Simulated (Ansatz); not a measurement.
NaH (Cmcm) at 3 levels of theory

One geometry, relaxed with PBE; plane waves with PAW potentials in Ansatz, scalar-relativistic. No spin polarisation. Gaps are the least over mesh and band path; pressure is positive in compression, and isn't given for hybrids.

```cif
data_structure
_symmetry_space_group_name_H-M 'Cmcm'
_symmetry_Int_Tables_number 63
_cell_length_a 3.2613
_cell_length_b 11.5926
_cell_length_c 3.3539
_cell_angle_alpha 90.000
_cell_angle_beta 90.000
_cell_angle_gamma 90.000
_cell_volume 126.80
loop_
_atom_site_label
_atom_site_type_symbol
_atom_site_symmetry_multiplicity
_atom_site_Wyckoff_symbol
_atom_site_fract_x
_atom_site_fract_y
_atom_site_fract_z
_atom_site_occupancy
Na1 Na 4 c 0.50000 0.64479 0.75000 1
H1 H 4 c 0.50000 0.85611 0.75000 1
```

```json
{"level": "PBE", "cutoff (eV)": "420", "k mesh": "8×8×8", "gap (eV)": "3.02", "pressure (GPa)": "0.0"}
```

Problem. What comes out on the same cell with r2SCAN, HSE06?

Solution.
| level | cutoff (eV) | k mesh | gap (eV) | pressure (GPa) |
| --- | --- | --- | --- | --- |
| r2SCAN | 500 | 8×8×8 | 3.44 | -0.4 |
| HSE06 | 420 | 6×6×6 | 3.98 | - |

Another cell of NaH relaxed alike, in R-3m, lies 33 meV/atom lower, so this cell isn't the stable form at this level.

The cell was found from a structure generator's guess, not taken from experiment.
